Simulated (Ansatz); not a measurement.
# GaAs (F-43m) in Ansatz: further runs

One crystal, GaAs, is run at these levels: LDA, PBE; tasks: single point.

All numbers are computed with Ansatz 0.2.0; they aren't measurements. Logs are shortened: lines on timing, memory, paths and dates and some standing lists are left out, and cuts for length are marked.

**The experiment to reproduce.**

From “Evidence of valence band perturbations in GaAsN/GaAs(001): A combined variable-angle spectroscopic ellipsometry and modulated photoreflectance investigation”, 2008, arxiv:0805.2212, for a bulk crystal of GaAs at 300 K: band gap 1.418 ± 0.005 eV (direct).

The runs below are set against these values where they give the same quantity.

## 1. Starting point

The structure is cubic, space group F-43m (No. 216). Conventional cell: a = 5.654 Å, b = 5.654 Å, c = 5.654 Å, α = 90.00°, β = 90.00°, γ = 90.00°. As (site symmetry -43m) has 4 Ga at 2.45 Å as nearest neighbours. Ga (site symmetry -43m) is surrounded by 4 As at 2.45 Å.

## 2. Single point, LDA

input.yaml

```yaml
crystal:
  lattice:
    - [0.0, 2.82685, 2.82685]
    - [2.82685, 0.0, 2.82685]
    - [2.82685, 2.82685, 0.0]
  atoms:
    - { symbol: As, position: [0.75, 0.75, 0.75] }
    - { symbol: Ga, position: [0.0, 0.0, 0.0] }
kpoints:
  mp_grid: { grid: [8, 8, 8] }
scf:
  occupations: { method: gaussian, width: 0.05 }
hamiltonian:
  xc: lda
  pseudopotentials: { kind: all_electron, lapw: { basis_error: 0.001 } }
output:
  forces: true
  stress: true
  eigenvalues: true
```

Potentials or basis: all-electron LAPW, scalar-relativistic.

Run with:

```bash
$ ansatz run input.yaml --threads 1 --pin off --max-ram 3072MiB --backend cpu --events-out ev --progress --plain --runs-dir out
```

Output:

```text
Warning: RAYON_NUM_THREADS=1 ignored (pool sized by the plan → 1); use --threads N
LAPW: plane waves up to 9.114 Å⁻¹, error target 1.0e-3 eV per atom; small_component_spin mean_spin; Ga in spheres of 1.234 Å, 21 of its electrons in bands, Dirac shells []; As in spheres of 1.214 Å, 23 of its electrons in bands, Dirac shells [] (how accurate: hamiltonian.pseudopotentials.lapw.basis_error, Limitations)
Engine: ansatz 0.2.0, x86_64-unknown-linux-gnu
Pseudopotentials: kind: all_electron
Pseudopotential: As, LAPW, valence charge 23, lapw/all_electron/scalar/gaussian/As, Koelling and Harmon's equation, gaussian nucleus
Pseudopotential: Ga, LAPW, valence charge 21, lapw/all_electron/scalar/gaussian/Ga, Koelling and Harmon's equation, gaussian nucleus
Functional definition: SPW92
  exchange = slater_x
  correlation = pw_c
Crystal: 2 atoms, lattice volume = 45.179 Å³
Basis set: ecut = 316.4993263487275 eV, 561 PW (Γ), exchange–correlation at level 2
Bands: 27, of which v1, the nominal top of the filled ones, is band 22 counted from 1 (21 counted from 0)
Symmetry: 24 space group operations
Space group: F-43m (ITA 216), of the structure as read, at distance tolerance 3.6e-5 Å
k-points: 29 of 512 (time reversal used)
Non-local potential: As, projectors of the file, none
Non-local potential: Ga, projectors of the file, none
Initial density: superposition of atomic densities (chi_scale 0.1, normalization cell, long waves kept (reshape's long-wave potential 0.00 eV rms))
Initial wavefunctions: plane waves of lowest kinetic energy (no species holds an atomic orbital)
Functional: x = slater, c = lda
iter 1 solved again at ethr=1.25e-3 eV; its pass at ethr=1.00e-1 eV (dr2=5.49e-1 eV) is discarded
SCF iter   1: F=—  HF=-114266.345587 eV  |F-HF|=—  |Δ(HF+E_count)|=         —  Δρ=3.02e-2  dr2=5.50e-1  ethr=1.25e-3  ⟨swp⟩=2.0  Hψ=4831  notcnv=0
preconditioner: auto → none  [insulator: Δε(μ)=0.547 eV  Ē_g=15.945 eV  σ=0.050 eV  W_gap=1.00  n_scr=14 (ndim 8)  ℏωp=23.4 eV  f_vac=0.115  D(μ)=0.00/eV (n_scr^D=0)  ε∞_Penn≈3.2]
SCF iter   2: F=—  HF=-114266.162108 eV  |F-HF|=—  |Δ(HF+E_count)|=   1.83e-1  Δρ=1.16e-2  dr2=5.71e-2  ethr=1.25e-3  ⟨swp⟩=2.3  Hψ=2334  notcnv=0
SCF iter   3: F=—  HF=-114266.137970 eV  |F-HF|=—  |Δ(HF+E_count)|=   2.41e-2  Δρ=5.00e-3  dr2=1.03e-2  ethr=1.30e-4  ⟨swp⟩=2.0  Hψ=2319  notcnv=0
iter 4 solved again at ethr=6.66e-7 eV; its pass at ethr=2.35e-5 eV (dr2=2.93e-4 eV) is discarded
SCF iter   4: F=—  HF=-114266.130905 eV  |F-HF|=—  |Δ(HF+E_count)|=         —  Δρ=9.64e-4  dr2=2.92e-4  ethr=6.66e-7  ⟨swp⟩=2.0  Hψ=3781  notcnv=0
the basis was enlarged: its passes take 30.7 KiB over the memory plan, 1 of 1 planned eigensolver slots
SCF iter   5: F=—  HF=-114266.130671 eV  |F-HF|=—  |Δ(HF+E_count)|=   2.34e-4  Δρ=1.82e-4  dr2=8.69e-6  ethr=6.63e-7  ⟨swp⟩=2.0  Hψ=2176  notcnv=0
SCF iter   6: F=—  HF=-114266.130667 eV  |F-HF|=—  |Δ(HF+E_count)|=   3.75e-6  Δρ=4.93e-5  dr2=7.99e-7  ethr=1.98e-8  ⟨swp⟩=3.0  Hψ=2232  notcnv=0
SCF iter   7: F=-114266.130667 eV  HF=-114266.130667 eV  |F-HF|=1.44e-9  |Δ(HF+E_count)|=   5.88e-7  Δρ=7.53e-6  dr2=1.85e-8  ethr=1.82e-9  ⟨swp⟩=2.2  Hψ=2181  notcnv=0
SCF 1 converged in 7 iterations: F = -114266.130667 eV  dr2 = 1.85e-8
SCF converged after 7 iterations
Free energy (F): -114266.130667 eV
Harris-Foulkes:  -114266.130667 eV  (|F-HF|=1.44e-9)
Internal energy: -114266.130667 eV  (E = F + TS)
E sigma→0 (E₀):  -114266.130667 eV
Entropy (-TS):   -0.000000 eV (-0.000 meV/atom)
Fermi energy:    9.194289 eV
--- Per-component energies (eV) ---
  E_band       = -2128.942445
  E_kinetic    = 116630.554689
  E_xc         = -4180.937115
  E_electrostatic = -226715.748241  (all electrons and nuclei)
  E_smearing   = -0.000000  (= −TS)
  E_closure    = 0.000000  (closes the sum)
  E_atoms      = -114256.505973  (free atoms, spherical and without spin; not in F)
  Σ components = -114266.130667   (vs F -114266.130667, Δ=0.00e0)
  Basis errors (estimates in eV, not in F): energy 4.3e-4 per atom: plane waves 4.0e-4 (2.3e-4 summed), levels above the bands 0.0e0, relativity 3.9e-9, radial functions 3.8e-5, core shells 2.0e-10; eigenvalues (radial functions only) 8.8e-7; not estimated: angular momenta, meshes, grids; target (lapw.basis_error) 1.0e-3; muffin-tin radii Ga 1.234 Å, As 1.214 Å
--- Forces (eV/Å), atoms counted from 1 ---
  atom   1  As    -0.00000000     0.00000000    -0.00000000
  atom   2  Ga     0.00000000    -0.00000000     0.00000000
  max |Σ_I F_I| component: 3.47e-18 eV/Å
--- Stress (GPa, compression-positive) ---
       -1.878436       0.000000       0.000000
        0.000000      -1.878436       0.000000
        0.000000       0.000000      -1.878436
  P = ⅓ Tr σ = -1.8784 GPa (-18.784 kbar)
--- Band table (eV; the first three rows and the last of 29) ---
  k-point 0: bands = ["-174.7419", "-133.7142", "-118.6577", "-118.6577", "-118.6577", "-84.9363", "-84.9363", "-84.9363", "-26.2240", "-26.2240", "-26.2240", "-26.2138", "-26.2138", "-5.8362", "-5.8362", "-5.8362", "-5.7580", "-5.7580", "-3.7360", "9.0491", "9.0491", "9.0491", "9.3302", "12.7351", "12.7351", "12.7351", "16.3935"]
  k-point 1: bands = ["-174.7419", "-133.7142", "-118.6577", "-118.6577", "-118.6577", "-84.9363", "-84.9363", "-84.9363", "-26.2240", "-26.2239", "-26.2239", "-26.2138", "-26.2138", "-5.8496", "-5.8326", "-5.8326", "-5.7582", "-5.7582", "-3.5539", "7.0101", "8.8118", "8.8118", "10.4875", "13.0829", "13.0829", "13.1550", "17.3586"]
  k-point 2: bands = ["-174.7419", "-133.7142", "-118.6577", "-118.6577", "-118.6577", "-84.9363", "-84.9363", "-84.9363", "-26.2239", "-26.2236", "-26.2236", "-26.2137", "-26.2137", "-5.8791", "-5.8250", "-5.8250", "-5.7578", "-5.7578", "-3.0455", "4.8462", "8.3687", "8.3687", "10.3488", "13.6010", "13.6010", "14.8625", "17.8259"]
  k-point 28: bands = ["-174.7419", "-133.7142", "-118.6577", "-118.6577", "-118.6577", "-84.9363", "-84.9363", "-84.9363", "-26.2238", "-26.2234", "-26.2222", "-26.2139", "-26.2132", "-5.9348", "-5.8052", "-5.7923", "-5.7688", "-5.7545", "-1.1864", "2.3582", "5.4944", "5.6843", "13.5815", "13.6858", "14.3480", "15.0042", "19.9719"]
```

Wall time 26 s (1 thread of Intel Xeon at 2.50GHz (Skylake/Cascade Lake), shared host); peak memory 0.32 GiB.

What came out:

```yaml
Free_energy: -114266.1307 eV
Pressure: -1.9 GPa
Band_gap_on_the_k_mesh: 0.28 eV, direct
```

## 3. Single point, PBE

input.yaml, as its differences from that of step 2:

```diff
@@ -11,5 +11,5 @@
 scf:
-  occupations: { method: gaussian, width: 0.05 }
+  occupations: { method: gaussian, width: 0.019 }
 hamiltonian:
-  xc: lda
+  xc: pbe
   pseudopotentials: { kind: all_electron, lapw: { basis_error: 0.001 } }
```

Potentials or basis: all-electron LAPW, scalar-relativistic.

Run with:

```bash
$ ansatz run input.yaml --threads 1 --pin off --max-ram 3072MiB --backend cpu --events-out ev --progress --plain --runs-dir out
```

Output:

```text
Warning: RAYON_NUM_THREADS=1 ignored (pool sized by the plan → 1); use --threads N
LAPW: plane waves up to 9.105 Å⁻¹, error target 1.0e-3 eV per atom; small_component_spin mean_spin; Ga in spheres of 1.234 Å, 21 of its electrons in bands, Dirac shells []; As in spheres of 1.214 Å, 23 of its electrons in bands, Dirac shells [] (how accurate: hamiltonian.pseudopotentials.lapw.basis_error, Limitations)
[... 4 set-up lines as earlier in the session ...]
Functional definition: PBE
[... 47 lines left out ...]
--- Stress (GPa, compression-positive) ---
        3.272480       0.000000      -0.000000
        0.000000       3.272480       0.000000
       -0.000000       0.000000       3.272480
  P = ⅓ Tr σ = 3.2725 GPa (32.725 kbar)
--- Band table (eV; the first three rows and the last of 29) ---
  k-point 0: bands = ["-175.3707", "-134.2563", "-118.7428", "-118.7428", "-118.7428", "-84.9878", "-84.9878", "-84.9878", "-25.7912", "-25.7912", "-25.7912", "-25.7817", "-25.7817", "-5.4244", "-5.4244", "-5.4244", "-5.3461", "-5.3461", "-3.3727", "9.3535", "9.3535", "9.3535", "9.8741", "13.0941", "13.0941", "13.0941", "16.9517"]
  k-point 1: bands = ["-175.3707", "-134.2563", "-118.7428", "-118.7428", "-118.7428", "-84.9878", "-84.9878", "-84.9878", "-25.7912", "-25.7911", "-25.7911", "-25.7817", "-25.7817", "-5.4383", "-5.4209", "-5.4209", "-5.3463", "-5.3463", "-3.1900", "7.3933", "9.1180", "9.1180", "10.9489", "13.4416", "13.4416", "13.5537", "17.8885"]
  k-point 2: bands = ["-175.3707", "-134.2563", "-118.7428", "-118.7428", "-118.7428", "-84.9878", "-84.9878", "-84.9878", "-25.7911", "-25.7908", "-25.7908", "-25.7816", "-25.7816", "-5.4684", "-5.4131", "-5.4131", "-5.3458", "-5.3458", "-2.6801", "5.2199", "8.6767", "8.6767", "10.8095", "13.9596", "13.9596", "15.3121", "18.3276"]
  k-point 28: bands = ["-175.3707", "-134.2563", "-118.7428", "-118.7428", "-118.7428", "-84.9878", "-84.9878", "-84.9878", "-25.7910", "-25.7906", "-25.7894", "-25.7818", "-25.7811", "-5.5248", "-5.3928", "-5.3802", "-5.3566", "-5.3424", "-0.8149", "2.7310", "5.8236", "6.0165", "13.9795", "14.0777", "14.7720", "15.4036", "20.4307"]
```

It took 26 s on 1 thread of Intel Xeon at 2.50GHz (Skylake/Cascade Lake), shared host; peak memory 0.32 GiB.

Results:

* Free energy: -114424.4508 eV
* Pressure: 3.3 GPa
* Band gap on the k mesh: 0.52 eV, direct

## 4. Against experiment

Step 2. A measured gap of GaAs is 1.418 eV (direct; 300 K; “Evidence of valence band perturbations in GaAsN/GaAs(001): A combined variable-angle spectroscopic ellipsometry and modulated photoreflectance investigation”, 2008, arxiv:0805.2212); the calculated 0.28 eV misses it by -1.14 eV. So large a miss can be the level of theory's own, or it may mean another phase, state or a wrong row. 3 values of this kind are on record (1.412 to 1.51 eV); this one was drawn at random among those near their median, those with a stated uncertainty first. Spin-orbit coupling on As, Ga is left out. The value is that of LDA, without temperature or zero-point motion. Semilocal functionals fall short of measured gaps as a rule.

Step 3. Against the measured gap of GaAs, 1.418 eV (direct; 300 K; “Evidence of valence band perturbations in GaAsN/GaAs(001): A combined variable-angle spectroscopic ellipsometry and modulated photoreflectance investigation”, 2008, arxiv:0805.2212), the calculated 0.52 eV is off by -0.90 eV. 3 values of this kind are on record (1.412 to 1.51 eV); this one was drawn at random among those near their median, those with a stated uncertainty first. Spin-orbit coupling on As, Ga is left out. The value is that of PBE on a finite k mesh, which can miss the band edges, without temperature or zero-point motion. Semilocal functionals fall short of measured gaps as a rule.
